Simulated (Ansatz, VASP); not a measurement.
CdSe (Cadmoselite): VASP beside Ansatz

```
Cd Se
1.0
     4.30108    0.00000    0.00000
    -2.15054    3.72484    0.00000
     0.00000    0.00000    7.02198
Cd Se
2 2
Direct
  0.33333 0.66667 0.00469
  0.66667 0.33333 0.50469
  0.33333 0.66667 0.38031
  0.66667 0.33333 0.88031
```

Alike in both runs: functional PBEsol; k mesh 8 × 8 × 4; occupations fermi-dirac, width 0.08 eV; no spin polarisation.

Ansatz relaxed the structure, and its values are those at the end. VASP's run is a single point on that final structure, the one shown.

```csv
,VASP,Ansatz
version,VASP 6.6.1,Ansatz 0.2.0
potentials or method,"VASP PAW PBE potentials, release 64 (Cd, Se)","PAW with Ansatz's default frozen-core files, scalar-relativistic"
plane-wave cutoff (eV),520,420
valence electrons in the cell,36,72
```

```tsv
	VASP	Ansatz	Ansatz less VASP
pressure (GPa)	0.4	0.0	-0.34
```

With one functional, cell and mesh, what is left measures potentials, basis and numerics. The two sets of potentials don't hold the same shells in valence.

Caveats: the PAW data sets were made with another functional, which shifts forces and pressure a little (VASP).
